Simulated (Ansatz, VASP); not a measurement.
## Two plane-wave programs on Rh

```
CELL_PARAMETERS angstrom
-1.53593 1.53593 1.53593
1.53593 -1.53593 1.53593
1.53593 1.53593 -1.53593
ATOMIC_POSITIONS crystal
Rh 0.00000 0.00000 0.00000
```

Alike in both runs: functional PBE; k mesh 17 × 17 × 17; occupations fermi-dirac, width 0.1 eV; no spin polarisation.

Ansatz relaxed the structure, and its values are those at the end. VASP's run is a single point on that final structure, the one shown.

|  | VASP | Ansatz |
| --- | --- | --- |
| version | VASP 6.6.1 | Ansatz 0.2.0 |
| potentials or method | VASP PAW PBE potentials, release 64 (Rh_pv) | PAW with Ansatz's default frozen-core files, scalar-relativistic |
| plane-wave cutoff (eV) | 520 | 420 |
| valence electrons in the cell | 15 | 17 |

```csv
,VASP,Ansatz,Ansatz less VASP
pressure (GPa),0.0,0.0,-0.04
```

The functional is the same, so the differences come from potentials, cutoffs and numerics. The two sets of potentials don't hold the same shells in valence.
